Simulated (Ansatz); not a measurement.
# Dielectric response of NaCl (001) films, part 4 of 5

How well do thin rocksalt NaCl (001) films screen a perpendicular field?

Ansatz 0.2.0; plane-wave DFT, PBE, Ansatz PAW (set soft_1); PAW set soft_1 (the session's first sound run).

So far. Step 16 (Relaxing in the field, 10 atoms, units 5, field -0.05 …): The dipole is -0.0573 e·Å, and the gap on the mesh 5.012 eV. Step 17 (Response with the atoms relaxed, 10 atoms, units 5): The induced dipole is that of a conductor 13.05 Å thick.

### Step 18. Relaxing the film, 16 atoms, units 8

This step: plane-wave DFT, PBE, Ansatz PAW (set soft_1); PAW set soft_1 (Ansatz 0.2.0).

System of this step: NaCl (001), 8 units. The cell holds 16 atoms: 8 Na and 8 Cl. Cell: a = 3.988 Å, b = 3.988 Å, c = 37.740 Å, α = 90.0°, β = 90.0°, γ = 90.0°. It derives from NaCl (rocksalt NaCl). Vacuum lies along c.

The next thickness, treated alike, so that differences show the interior and the faces cancel.

Contents of input.yaml:

```yaml
crystal:
  lattice:
    - [3.98808225, 0.0, 0.0]
    - [0.0, 3.98808225, 0.0]
    - [0.0, 0.0, 37.74]
  atoms:
    - { symbol: Na, position: [0.5, 0.5, 0.2384737679] }
    - { symbol: Cl, position: [0.0, 0.0, 0.2384737679] }
    - { symbol: Na, position: [0.0, 0.0, 0.3131955485] }
    - { symbol: Cl, position: [0.5, 0.5, 0.3131955485] }
    - { symbol: Na, position: [0.5, 0.5, 0.3879173291] }
    - { symbol: Cl, position: [0.0, 0.0, 0.3879173291] }
    - { symbol: Na, position: [0.0, 0.0, 0.4626391097] }
    - { symbol: Cl, position: [0.5, 0.5, 0.4626391097] }
    - { symbol: Na, position: [0.5, 0.5, 0.5373608903] }
    - { symbol: Cl, position: [0.0, 0.0, 0.5373608903] }
    - { symbol: Na, position: [0.0, 0.0, 0.6120826709] }
    - { symbol: Cl, position: [0.5, 0.5, 0.6120826709] }
    - { symbol: Na, position: [0.5, 0.5, 0.6868044515] }
    - { symbol: Cl, position: [0.0, 0.0, 0.6868044515] }
    - { symbol: Na, position: [0.0, 0.0, 0.7615262321] }
    - { symbol: Cl, position: [0.5, 0.5, 0.7615262321] }
kpoints:
  mp_grid: { grid: [8, 8, 1] }
hamiltonian:
  xc: pbe
  pseudopotentials: { kind: paw, azcp: { folder: soft_1 } }
scf:
  occupations: { method: fixed }
  convergence: { dr2_threshold: 1.0e-09 }
efield:
  axis: 3
  dipole_correction: true
  ramp_position: 0.97
  ramp_width: 0.06
relax:
  f_tol: 0.003
  max_steps: 100
output:
  write_potential: true
  write_density: true
  volumetric_format: npy
```

The run is started by

```sh
> ansatz run input.yaml --threads 4 --pin off --max-ram 8192MiB --backend cpu --events-out ev --progress --plain --runs-dir out
```

Numbers of over 12 decimals in the logs are rounded to 6 here.

Output:

```text
[...]
Crystal: 16 atoms, lattice volume = 600.247 Å³
Basis set: ecut = 420 eV, 11759 PW (Γ), exchange–correlation on 54×54×512 points (8 copies of the dense FFT grid, shifted against one another)
Bands: 80, of which v1, the nominal top of the filled ones, is band 64 counted from 1 (63 counted from 0)
Symmetry: 8 space group operations
k-points: 15 of 64
[...]
- { symbol: Na, position: [0.5, 0.5, 0.537985] }
    - { symbol: Cl, position: [0, 0.0, 0.537897] }
    - { symbol: Na, position: [0, 0.0, 0.613611] }
    - { symbol: Cl, position: [0.5, 0.5, 0.613869] }
    - { symbol: Na, position: [0.5, 0.5, 0.690232] }
    - { symbol: Cl, position: [0, 0.0, 0.689311] }
    - { symbol: Na, position: [0, 0.0, 0.763515] }
    - { symbol: Cl, position: [0.5, 0.5, 0.766506] }
[key lines of the parts left out:]
SCF converged after 7 iterations
Free energy (F): -20556.161407 eV
Fermi energy:    -2.087269 eV
Dipole field:    D = 0.000001 V/Å  (p = 0.000002 e·Å, saw-weighted, corrected)
Work function:   Φ+ = 6.7495 eV   Φ− = 6.7494 eV
```

The job ended after 85 s (4 threads of Arm Neoverse V1, shared host; peak memory 1.3 GiB; 5.6 min of CPU time).

Relaxation path:

```tsv
step	energy less that of the first step (eV)	largest force component (eV/Å)
1	0.0000	0.1927
2	-0.0200	0.0778
3	-0.0269	0.0166
4	-0.0275	0.0024
5	-0.0276	0.0010
```

The run keeps the 8 symmetry operations that it works with, so distortions that break them were not tested.

The atoms that moved most (Å):

```tsv
atom	dx	dy	dz	length
Cl2	0.000	0.000	-0.188	0.188
Cl16	0.000	0.000	0.188	0.188
Na13	0.000	0.000	0.129	0.129
Na3	0.000	0.000	-0.129	0.129
Cl4	0.000	0.000	-0.095	0.095
Cl14	0.000	0.000	0.095	0.095
Na15	0.000	0.000	0.075	0.075
Na1	0.000	0.000	-0.075	0.075
```

Running mean over 2.82 Å of the planar mean; the ramp of the sawtooth is left out. The electron's electrostatic potential energy less the highest filled level by z:

```tsv
z (Å)	electron's electrostatic potential energy less the highest filled level (eV)
4	6.75
5	6.75
6	6.70
7	5.67
8	1.60
9	0.851
10	0.896
11	0.823
12	0.815
13	1.06
14	0.876
15	0.853
16	1.02
17	0.844
18	0.859
19	1.03
20	0.840
21	0.878
22	0.993
23	0.845
24	0.928
25	0.977
26	0.797
27	0.861
28	0.895
29	0.897
30	2.47
31	6.25
32	6.73
33	6.75
34	6.75
```

The relaxation took 5 steps and lowered the energy by 0.028 eV; the largest force on the free atoms ends at 9.7e-4 eV/Å.

The gap is 5.04 eV, with the valence edge 6.75 eV and the conduction edge 1.71 eV under the upper vacuum level.

### Step 19. Side by side

Times are for 4 threads of Arm Neoverse V1, shared host. Results by setting:

```tsv
no.	units	gap by band count (eV)	ionisation energy, upper face (eV)	electron affinity, upper face (eV)	time	memory (GiB)
1	3	5.016	6.738	1.722	12 s	0.60
2	5	5.031	6.751	1.720	33 s	0.87
3	8	5.038	6.749	1.712	85 s	1.3
```

The valence density, planar mean (3) oscillates, so the rows of the table below give means over windows of 1 Å about each position, cut where the curve ends. Its maxima inside the range that stand out by 2 % of the span (Å: e/Å³): 9.0: 1.05, 11.8: 1.05, 14.6: 1.05. Its minima: 10.3: 0.0445, 13.3: 0.0445.

The runs together. Table of valence density, planar mean by z; means over each step:

```tsv
z (Å)	3 (e/Å³)	5 (e/Å³)	8 (e/Å³)
5	1.7e-5	2.0e-5	2.4e-5
6	3.3e-4	3.8e-4	4.5e-4
7	0.00660	0.00780	0.00936
8	0.134	0.154	0.181
9	0.750	0.741	0.733
10	0.120	0.110	0.0919
11	0.214	0.252	0.300
12	0.714	0.680	0.641
13	0.0856	0.0816	0.0746
14	0.346	0.350	0.403
15	0.598	0.599	0.549
16	0.0469	0.0677	0.0666
17	0.00223	0.461	0.531
18	1.2e-4	0.492	0.421
19	6.0e-6	0.0656	0.0716
20	0	0.627	0.639
21	0	0.320	0.305
22	0	0.0186	0.0904
23	0	8.9e-4	0.719
```

### Step 20. Single point on the relaxed film, 16 atoms, units 8

The next thickness, treated alike, so that differences show the interior and the faces cancel.

Contents of input.yaml:

```yaml
crystal:
  lattice:
    - [3.98808225, 0.0, 0.0]
    - [0.0, 3.98808225, 0.0]
    - [0.0, 0.0, 37.74]
  atoms:
    - { symbol: Na, position: [0.5, 0.5, 0.2364852514] }
    - { symbol: Cl, position: [0.0, 0.0, 0.2334937798] }
    - { symbol: Na, position: [0.0, 0.0, 0.3097681609] }
    - { symbol: Cl, position: [0.5, 0.5, 0.3106888336] }
    - { symbol: Na, position: [0.5, 0.5, 0.3863889739] }
    - { symbol: Cl, position: [0.0, 0.0, 0.386130848] }
    - { symbol: Na, position: [0.0, 0.0, 0.4620147295] }
    - { symbol: Cl, position: [0.5, 0.5, 0.4621034043] }
    - { symbol: Na, position: [0.5, 0.5, 0.5379852805] }
    - { symbol: Cl, position: [0.0, 0.0, 0.5378965871] }
    - { symbol: Na, position: [0.0, 0.0, 0.6136110318] }
    - { symbol: Cl, position: [0.5, 0.5, 0.6138691504] }
    - { symbol: Na, position: [0.5, 0.5, 0.6902318484] }
    - { symbol: Cl, position: [0.0, 0.0, 0.6893111596] }
    - { symbol: Na, position: [0.0, 0.0, 0.7635147504] }
    - { symbol: Cl, position: [0.5, 0.5, 0.7665062104] }
kpoints:
  mp_grid: { grid: [8, 8, 1] }
hamiltonian:
  xc: pbe
  pseudopotentials: { kind: paw, azcp: { folder: soft_1 } }
scf:
  occupations: { method: fixed }
  convergence: { dr2_threshold: 1.0e-09 }
efield:
  axis: 3
  dipole_correction: true
  ramp_position: 0.97
  ramp_width: 0.06
output:
  eigenvalues: true
  dos: { projected: true, e_range: [-7, 7] }
  write_potential: true
  write_density: true
  volumetric_format: npy
checkpoint:
  write: end8.run
  compress: false
  write_wavefunctions: false
```

Output:

```text
[...]
Crystal: 16 atoms, lattice volume = 600.247 Å³
Basis set: ecut = 420 eV, 11759 PW (Γ)
Bands: 80, of which v1, the nominal top of the filled ones, is band 64 counted from 1 (63 counted from 0)
Symmetry: 8 space group operations
k-points: 15 of 64
[...]
k-point 1: bands = [... 60 lower, -2.1455, -2.1182, -2.1182, -2.0987, 3.2606, 3.3342, 3.6646, 4.1199, ... 12 higher]
  k-point 2: bands = [... 60 lower, -2.2136, -2.1817, -2.1331, -2.1275, 3.9624, 3.9732, 4.2667, 4.5583, ... 12 higher]
  k-point 14: bands = [... 60 lower, -2.6695, -2.6695, -2.3239, -2.3239, 5.3443, 5.3443, 5.5702, 5.5703, ... 12 higher]
[key lines of the parts left out:]
SCF converged after 10 iterations
Free energy (F): -20556.161438 eV
Fermi energy:    -2.087252 eV
Dipole field:    D = 0.000000 V/Å  (p = 0.000000 e·Å, saw-weighted, corrected)
Work function:   Φ+ = 6.7495 eV   Φ− = 6.7495 eV
```

It took 28 s on 4 threads; peak memory 1.5 GiB; 1.9 min of CPU time.

Running mean over 2.82 Å of the planar mean; the ramp of the sawtooth is left out. Electron's electrostatic potential energy less the highest filled level against z:

```tsv
z (Å)	electron's electrostatic potential energy less the highest filled level (eV)
4	6.75
5	6.75
6	6.70
7	5.67
8	1.60
9	0.851
10	0.896
11	0.823
12	0.815
13	1.06
14	0.876
15	0.852
16	1.02
17	0.844
18	0.859
19	1.03
20	0.839
21	0.877
22	0.992
23	0.844
24	0.927
25	0.977
26	0.798
27	0.862
28	0.895
29	0.897
30	2.47
31	6.25
32	6.73
33	6.75
34	6.75
```

The gap is 5.04 eV, with the valence edge 6.75 eV and the conduction edge 1.71 eV under the upper vacuum level.

### Step 21. Single point, 16 atoms, units 8, field 0.1 V/Å

Changes to input.yaml since step 20:

```diff
@@ -29,3 +29,3 @@
   occupations: { method: fixed }
-  convergence: { dr2_threshold: 1.0e-09 }
+  convergence: { dr2_threshold: 1.0e-10 }
 efield:
@@ -35,5 +35,4 @@
   ramp_width: 0.06
+  amplitude: 0.1
 output:
-  eigenvalues: true
-  dos: { projected: true, e_range: [-7, 7] }
   write_potential: true
@@ -41,5 +40 @@
   volumetric_format: npy
-checkpoint:
-  write: end8.run
-  compress: false
-  write_wavefunctions: false
```

Output:

```text
[...]
Crystal: 16 atoms, lattice volume = 600.247 Å³
Basis set: ecut = 420 eV, 11759 PW (Γ)
Bands: 80, of which v1, the nominal top of the filled ones, is band 64 counted from 1 (63 counted from 0)
Symmetry: 8 space group operations
k-points: 15 of 64
[...]
k-point 0: bands = [... 60 lower, -2.0087, -1.9254, -1.7475, -1.7475, 2.6271, 3.1847, 3.4879, 3.8839, ... 12 higher]
  k-point 1: bands = [... 60 lower, -2.0134, -1.9569, -1.8537, -1.7481, 2.8912, 3.4760, 3.7412, 4.0793, ... 12 higher]
  k-point 2: bands = [... 60 lower, -2.0928, -2.0298, -1.8970, -1.7495, 3.4961, 4.1569, 4.3763, 4.5487, ... 12 higher]
  k-point 14: bands = [... 60 lower, -2.4882, -2.4882, -2.4873, -1.9229, 4.9748, 5.3819, 5.5726, 5.6993, ... 12 higher]
[key lines of the parts left out:]
SCF converged after 11 iterations
Free energy (F): -20556.167585 eV
Fermi energy:    -1.747547 eV
Dipole field:    D = 0.037060 V/Å  (p = 0.122935 e·Å, saw-weighted, corrected)
```

Run time: 29 s. Hardware: 4 threads; peak memory 1.5 GiB; 1.9 min of CPU time.

The dipole is 0.123 e·Å, and the gap on the mesh 4.375 eV.

### Step 22. Single point, 16 atoms, units 8, field -0.1 V/Å

Changes to input.yaml since step 21:

```diff
@@ -35,3 +35,3 @@
   ramp_width: 0.06
-  amplitude: 0.1
+  amplitude: -0.1
 output:
```

Output:

```text
[...]
Crystal: 16 atoms, lattice volume = 600.247 Å³
Basis set: ecut = 420 eV, 11759 PW (Γ)
Bands: 80, of which v1, the nominal top of the filled ones, is band 64 counted from 1 (63 counted from 0)
Symmetry: 8 space group operations
k-points: 15 of 64
[...]
k-point 0: bands = [... 60 lower, -2.0087, -1.9254, -1.7476, -1.7476, 2.6272, 3.1847, 3.4879, 3.8841, ... 12 higher]
  k-point 1: bands = [... 60 lower, -2.0134, -1.9569, -1.8537, -1.7481, 2.8913, 3.4761, 3.7412, 4.0796, ... 12 higher]
  k-point 2: bands = [... 60 lower, -2.0928, -2.0298, -1.8970, -1.7495, 3.4962, 4.1569, 4.3763, 4.5488, ... 12 higher]
  k-point 14: bands = [... 60 lower, -2.4882, -2.4882, -2.4872, -1.9229, 4.9748, 5.3819, 5.5726, 5.6993, ... 12 higher]
[key lines of the parts left out:]
SCF converged after 11 iterations
Free energy (F): -20556.167585 eV
Fermi energy:    -1.747556 eV
Dipole field:    D = -0.037060 V/Å  (p = -0.122935 e·Å, saw-weighted, corrected)
```

Run time: 30 s. Hardware: 4 threads; peak memory 1.5 GiB.

The dipole is -0.123 e·Å, and the gap on the mesh 4.375 eV.

### Step 23. Response with the atoms held, 16 atoms, units 8

This step: plane-wave DFT, PBE, Ansatz PAW (set soft_1); response to a field along the normal, atoms held; PAW set soft_1 (Ansatz 0.2.0).

Local field over the applied field, running mean. From the potentials at -0.1 and 0.1 V/Å; running mean over 2.82 Å, taken twice. The local field over applied field by z:

```tsv
z (Å)	local field over applied field
4	0.997
5	0.982
6	0.910
7	0.750
8	0.559
9	0.431
10	0.394
11	0.397
12	0.401
13	0.401
14	0.401
15	0.401
16	0.401
17	0.401
18	0.401
19	0.401
20	0.401
21	0.401
22	0.401
23	0.401
24	0.401
25	0.401
26	0.400
27	0.396
28	0.397
29	0.455
30	0.606
31	0.799
32	0.937
33	0.989
```

The induced dipole is that of a conductor 13.99 Å thick.

### Step 24. Relaxing in the field, 16 atoms, units 8, field 0.05 V/Å

This step: plane-wave DFT, PBE, Ansatz PAW (set soft_1); PAW set soft_1 (Ansatz 0.2.0).

The same pair of relaxations in the field for this thickness.

Changes to input.yaml since step 22:

```diff
@@ -35,3 +35,6 @@
   ramp_width: 0.06
-  amplitude: -0.1
+  amplitude: 0.05
+relax:
+  f_tol: 0.0006
+  max_steps: 70
 output:
```

Output:

```text
[...]
Crystal: 16 atoms, lattice volume = 600.247 Å³
Basis set: ecut = 420 eV, 11759 PW (Γ), exchange–correlation on 54×54×512 points (8 copies of the dense FFT grid, shifted against one another)
Bands: 80, of which v1, the nominal top of the filled ones, is band 64 counted from 1 (63 counted from 0)
Symmetry: 8 space group operations
k-points: 15 of 64
[...]
- { symbol: Cl, position: [0.5, 0.5, 0.462016] }
    - { symbol: Na, position: [0.5, 0.5, 0.538085] }
    - { symbol: Cl, position: [0, 0.0, 0.537800] }
    - { symbol: Na, position: [0, 0.0, 0.613722] }
    - { symbol: Cl, position: [0.5, 0.5, 0.613775] }
    - { symbol: Na, position: [0.5, 0.5, 0.690322] }
    - { symbol: Cl, position: [0, 0.0, 0.689232] }
    - { symbol: Na, position: [0, 0.0, 0.763647] }
    - { symbol: Cl, position: [0.5, 0.5, 0.766343] }
[key lines of the parts left out:]
SCF converged after 5 iterations
Free energy (F): -20556.163652 eV
Fermi energy:    -2.050078 eV
Dipole field:    D = 0.027053 V/Å  (p = 0.089741 e·Å, saw-weighted, corrected)
```

It took 62 s on 4 threads; peak memory 1.3 GiB; 4.1 min of CPU time.

The relaxation took 4 steps and lowered the energy by 7.1e-4 eV; the largest force on the free atoms ends at 1.7e-4 eV/Å.

The dipole is 0.0897 e·Å, and the gap on the mesh 4.972 eV.

### Step 25. Field on, atoms free, 16 atoms, units 8, field -0.05 V/Å

The opposite sign, again from the field-free geometry; the difference of the two cancels what relaxes without a field.

Changes to input.yaml since step 24:

```diff
@@ -35,3 +35,3 @@
   ramp_width: 0.06
-  amplitude: 0.05
+  amplitude: -0.05
 relax:
```

Output:

```text
[...]
Crystal: 16 atoms, lattice volume = 600.247 Å³
Basis set: ecut = 420 eV, 11759 PW (Γ), exchange–correlation on 54×54×512 points (8 copies of the dense FFT grid, shifted against one another)
Bands: 80, of which v1, the nominal top of the filled ones, is band 64 counted from 1 (63 counted from 0)
Symmetry: 8 space group operations
k-points: 15 of 64
[...]
- { symbol: Cl, position: [0.5, 0.5, 0.462200] }
    - { symbol: Na, position: [0.5, 0.5, 0.537880] }
    - { symbol: Cl, position: [0, 0.0, 0.537984] }
    - { symbol: Na, position: [0, 0.0, 0.613508] }
    - { symbol: Cl, position: [0.5, 0.5, 0.613974] }
    - { symbol: Na, position: [0.5, 0.5, 0.690137] }
    - { symbol: Cl, position: [0, 0.0, 0.689378] }
    - { symbol: Na, position: [0, 0.0, 0.763391] }
    - { symbol: Cl, position: [0.5, 0.5, 0.766675] }
[key lines of the parts left out:]
SCF converged after 5 iterations
Free energy (F): -20556.163652 eV
Fermi energy:    -2.050078 eV
Dipole field:    D = -0.027053 V/Å  (p = -0.089741 e·Å, saw-weighted, corrected)
```

Run time: 64 s. Hardware: 4 threads; peak memory 1.3 GiB.

The relaxation took 4 steps and lowered the energy by 7.1e-4 eV; the largest force on the free atoms ends at 1.7e-4 eV/Å.

The dipole is -0.0897 e·Å, and the gap on the mesh 4.972 eV.

### Step 26. Response with the atoms relaxed, 16 atoms, units 8

This step: plane-wave DFT, PBE, Ansatz PAW (set soft_1); response to a field along the normal, atoms relaxed; PAW set soft_1 (Ansatz 0.2.0).

Local field over the applied field, running mean. From the potentials at -0.05 and 0.05 V/Å; running mean over 2.82 Å, taken twice. Table of local field over applied field by z:

```tsv
z (Å)	local field over applied field
4	0.997
5	0.967
6	0.833
7	0.615
8	0.354
9	0.173
10	0.0807
11	0.0867
12	0.131
13	0.159
14	0.157
15	0.140
16	0.135
17	0.136
18	0.143
19	0.144
20	0.142
21	0.136
22	0.135
23	0.143
24	0.153
25	0.160
26	0.109
27	0.0978
28	0.0841
29	0.233
30	0.403
31	0.680
32	0.860
33	0.983
```

The induced dipole is that of a conductor 20.42 Å thick.

### Step 27. Electronic ε from the series

This step: plane-wave DFT, PBE, Ansatz PAW (set soft_1); permittivity from the thickness series, atoms held; PAW set soft_1 (Ansatz 0.2.0).

Each added layer adds t(1 − 1/ε) to the dipole term, so the slope against thickness gives ε without a choice of where the film ends.

Numbers from this step:

| Quantity | Value |
| --- | --- |
| slope | 0.5984 |
| intercept of the fit | 1.948 Å |
| ε of the interior | 2.490 |

Equivalent conductor thickness against distance between the outer atoms:

```tsv
distance between the outer atoms (Å)	equivalent conductor thickness (Å)
5.79	5.42
11.53	8.84
20.12	14.0
```

By hand, from the thinnest and the thickest film: slope = (13.986 − 5.415) / (20.116 − 5.792) = 0.598, so ε = 1/(1 − 0.598) = 2.49.

### Step 28. Static ε from the series

This step: plane-wave DFT, PBE, Ansatz PAW (set soft_1); permittivity from the thickness series, atoms relaxed; PAW set soft_1 (Ansatz 0.2.0).

The same fit for the relaxed films. The nearer its slope lies to 1, the more ε hangs on small errors.

Numbers from this step:

- slope: 0.8546
- intercept of the fit: 3.218 Å
- ε of the interior: 6.879

The equivalent conductor thickness by distance between the outer atoms:

```tsv
distance between the outer atoms (Å)	equivalent conductor thickness (Å)
5.80	8.19
11.53	13.0
20.12	20.4
```

By hand, from the thinnest and the thickest film: slope = (20.420 − 8.187) / (20.116 − 5.796) = 0.854, so ε = 1/(1 − 0.854) = 6.86. One nm of such a film has the capacitance of 3.9/6.86 = 0.57 nm of SiO₂ (its equivalent oxide thickness).

### Step 29. The bulk crystal

This step: plane-wave DFT, PBE, Ansatz PAW (set soft_1); PAW set soft_1 (Ansatz 0.2.0).

System of this step: rocksalt NaCl. Symmetry: Fm-3m, No. 225, cubic system. The conventional cell has a = 5.640 Å, b = 5.640 Å, c = 5.640 Å, α = 90.00°, β = 90.00°, γ = 90.00°. Nearest to Na lie 6 Cl at 2.82 Å. Nearest to Cl lie 6 Na at 2.82 Å. Farther neighbours and most contacts between anions are not listed.

Band edges are better read in the bulk than in a thin slab, where confinement and surface states shift them. The bulk run gives them against its mean potential.

Contents of input.yaml:

```yaml
crystal:
  lattice:
    - [0.0, 2.82, 2.82]
    - [2.82, 0.0, 2.82]
    - [2.82, 2.82, 0.0]
  atoms:
    - { symbol: Na, position: [0.0, 0.0, 0.0] }
    - { symbol: Cl, position: [0.5, 0.5, 0.5] }
kpoints:
  mp_grid: { grid: [10, 10, 10] }
  band_path: { path: [VBM, CBM], npoints: 1 }
hamiltonian:
  xc: pbe
  pseudopotentials: { kind: paw, azcp: { folder: soft_1 } }
scf:
  occupations: { method: fixed }
  convergence: { dr2_threshold: 1.0e-09 }
output:
  eigenvalues: true
checkpoint:
  write: bulk.run
  compress: false
  write_wavefunctions: false
```

Output:

```text
[...]
Crystal: 2 atoms, lattice volume = 44.852 Å³
Basis set: ecut = 420 eV, 893 PW (Γ)
Bands: 12, of which v1, the nominal top of the filled ones, is band 8 counted from 1 (7 counted from 0)
Symmetry: 48 space group operations
[...]
k-points: 47 of 1000
[...]
SCF iter   1: F=—  HF=-2570.519504 eV  |F-HF|=—  |Δ(HF+E_count)|=         —  Δρ=7.36e-2  dr2=1.94e0  ethr=3.10e-3  ⟨swp⟩=4.7  Hψ=3280  notcnv=0  defer=87
[...]
SCF iter   8: F=-2569.553073 eV  HF=-2569.553073 eV  |F-HF|=1.05e-11  |Δ(HF+E_count)|=   3.60e-9  Δρ=3.23e-7  dr2=2.90e-11  ethr=6.25e-12  ⟨swp⟩=5.2  Hψ=2587  notcnv=0
SCF 1 converged in 8 iterations: F = -2569.553073 eV  dr2 = 2.90e-11
[...]
SCF converged after 8 iterations
Free energy (F): -2569.553073 eV
[...]
Internal energy: -2569.553073 eV  (E = F + TS)
E sigma→0 (E₀):  -2569.553073 eV
Fermi energy:    1.045733 eV
[...]
--- Band table (eV; the first three rows and the last of 47) ---
  k-point 0: bands = [... 4 lower, -11.6111, 1.0457, 1.0457, 1.0457, 6.1539, 12.0791, 12.0791, 12.0791]
  k-point 1: bands = [... 4 lower, -11.5808, 0.7998, 1.0192, 1.0192, 6.4837, 11.7111, 12.2090, 12.2090]
  k-point 2: bands = [... 4 lower, -11.5000, 0.2481, 0.9512, 0.9512, 7.2357, 11.1628, 12.3884, 12.3884]
  k-point 46: bands = [... 4 lower, -11.2143, -0.2951, 0.0278, 0.3090, 9.6562, 10.2182, 11.2176, 12.6391]
```

Wall time 0.84 s (4 threads); peak memory 0.27 GiB; 2.5 s of CPU time.

Numbers from this step:

* gap on the k-mesh: 5.108 eV
* gap along the path: 5.108 eV
* smallest direct gap along the path: 5.108 eV
* gap, the smaller of path and mesh: 5.108 eV

The gap is 5.11 eV.

(Part 4 of 5 ends here.)

[Logs are printed without paths, hosts, clocks, repeated set-up lines and the standing remarks that a program may print on its own settings, such as how far it seeks lower states.]

[Hosts, paths, dates, database ids (printed as entryN), source tags and the programs' standing remarks are cut or masked in the printed files.]

[Maps of the electrostatic potential energy from Ansatz leave out the sawtooth potential of an applied field or a dipole correction, so their vacuum need not be flat; planar profiles and work functions include it.]
